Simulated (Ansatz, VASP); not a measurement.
**One calculation of ZnO, two programs**

File INCAR:

```
SYSTEM = ZnO
  ALGO = Normal
  EDIFF = 1E-7
  EDIFFG = -0.04
  ENCUT = 600
  GGA = PE
  IBRION = 2
  ISIF = 3
  ISMEAR = 0
  LASPH = .TRUE.
  LCHARG = .FALSE.
  LREAL = .FALSE.
  LWAVE = .FALSE.
  NELM = 80
  NSW = 90
  PREC = Accurate
  SIGMA = 0.1
```

The input KPOINTS:

```
k-points
0
G
  4 4 4
  0 0 0
```

The input POSCAR:

```
ZnO
1.0
    4.3008640000      0.0000000000      0.0000000000
    0.0000000000      4.3008640000      0.0000000000
    0.0000000000      0.0000000000      4.3008640000
Zn O
3 3
Direct
    0.5000000000      0.0000000000      0.0000000000
    0.0000000000      0.5000000000      0.0000000000
    0.0000000000      0.0000000000      0.5000000000
    0.0000000000      0.5000000000      0.5000000000
    0.5000000000      0.0000000000      0.5000000000
    0.5000000000      0.5000000000      0.0000000000
```

Input for Ansatz:

```yaml
crystal:
  lattice:
    - [4.300864, 0.0, 0.0]
    - [0.0, 4.300864, 0.0]
    - [0.0, 0.0, 4.300864]
  atoms:
    - { symbol: Zn, position: [0.5, 0.0, 0.0] }
    - { symbol: Zn, position: [0.0, 0.5, 0.0] }
    - { symbol: Zn, position: [0.0, 0.0, 0.5] }
    - { symbol: O, position: [0.0, 0.5, 0.5] }
    - { symbol: O, position: [0.5, 0.0, 0.5] }
    - { symbol: O, position: [0.5, 0.5, 0.0] }
basis:
  ecutwfc: 420
kpoints:
  mp_grid: { grid: [4, 4, 4] }
hamiltonian:
  xc: pbe
scf:
  occupations: { method: gaussian, width: 0.1 }
  lower_state_search: "off"
output:
  forces: true
  stress: true
  eigenvalues: true
relax:
  adjacent_minimum: "off"
  f_tol: 0.04
  max_steps: 70
  cell: { stress_tol: 0.4 }
```

Alike in both runs: task relaxation of cell and atoms; functional PBE; k mesh 4 × 4 × 4; occupations gaussian, width 0.1 eV; no spin polarisation.

|  | VASP | Ansatz |
| --- | --- | --- |
| version | VASP 6.6.1 | Ansatz 0.2.0 |
| potentials or method | VASP PAW PBE potentials, release 64 (Zn, O) | scalar-relativistic, plane waves, PAW |
| plane-wave cutoff (eV) | 600 | 420 |
| valence electrons in the cell | 54 | 54 |

VASP gave:

- gap on the k mesh at the Fermi level, each at its own relaxed structure (eV): none
- relaxed volume (Å³/atom): 11.55
- relaxed cell length with the largest relative difference (Å): 4.108
- energy change over the relaxation (meV/atom): -74

Problem. Estimate Ansatz's values.

Solution. gap on the k mesh at the Fermi level, each at its own relaxed structure (eV): none; relaxed volume (Å³/atom): 11.49; relaxed cell length with the largest relative difference (Å): 4.100; energy change over the relaxation (meV/atom): -79.

A gap of «none» marks a metal or a gap that the smearing closes.

Caveats: the k mesh is coarse (spacing up to 0.37 Å⁻¹), so the values aren't converged.
